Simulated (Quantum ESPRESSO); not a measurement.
Runs of Quantum ESPRESSO 7.5 on TePb. Symmetry: Fm-3m, No. 225, cubic system. Conventional cell: a = 6.462 Å, b = 6.462 Å, c = 6.462 Å, α = 90.00°, β = 90.00°, γ = 90.00°. Around Pb (site symmetry m-3m) lie 6 Te at 3.23 Å. Te (site symmetry m-3m) is surrounded by 6 Pb at 3.23 Å. 

```tsv
task	level	potentials or basis	cell	k mesh	cutoff (eV)	form of the LDA correlation	pressure (GPa)
phonons	RPBE	GBRV 1.5 PBE	relaxed	6 × 6 × 6, shifted	612	-	0.0
dielectric tensor	WC	PseudoDojo 0.4.1 SR PBE standard	as given	4 × 4 × 4, shifted	1088	-	-0.3
dielectric tensor	AM05	PseudoDojo 0.4.1 SR PBE standard	as given	4 × 4 × 4, shifted	1088	-	(a)
dielectric tensor	LDA	PseudoDojo 0.4.1 SR LDA standard	as given	4 × 4 × 4, shifted	1088	PW92	-1.7
phonons	LDA	GBRV 1.5 LDA	relaxed	6 × 6 × 6, shifted	612	PZ81	0.0
phonons	WC	GBRV 1.5 PBE	relaxed	6 × 6 × 6, shifted	612	-	0.0
phonons	vdW-DF-cx	GBRV 1.5 PBE	relaxed	6 × 6 × 6, shifted	612	-	0.0
phonons	BLYP	GBRV 1.5 PBE	relaxed	6 × 6 × 6, shifted	612	-	0.0
dielectric tensor	BLYP	PseudoDojo 0.4.1 SR PBE standard	as given	4 × 4 × 4, shifted	1088	-	5.4
dielectric tensor	PBEsol	PseudoDojo 0.4.1 SR PBEsol standard	as given	4 × 4 × 4, shifted	1088	-	-0.3
```

Alike in all rows: no spin polarisation; smearing fermi-dirac 0.05 eV.

Estimate the missing entries.

(a) 0.1.

Caveats: the potentials were made for another functional, which shifts forces and pressure (some runs); some modes are imaginary (some runs); the cell is more than 3 GPa from zero pressure, which shifts response properties (some runs).

The runs don't all hold the same shells in valence.

Runs at the PBE level aren't shown here.
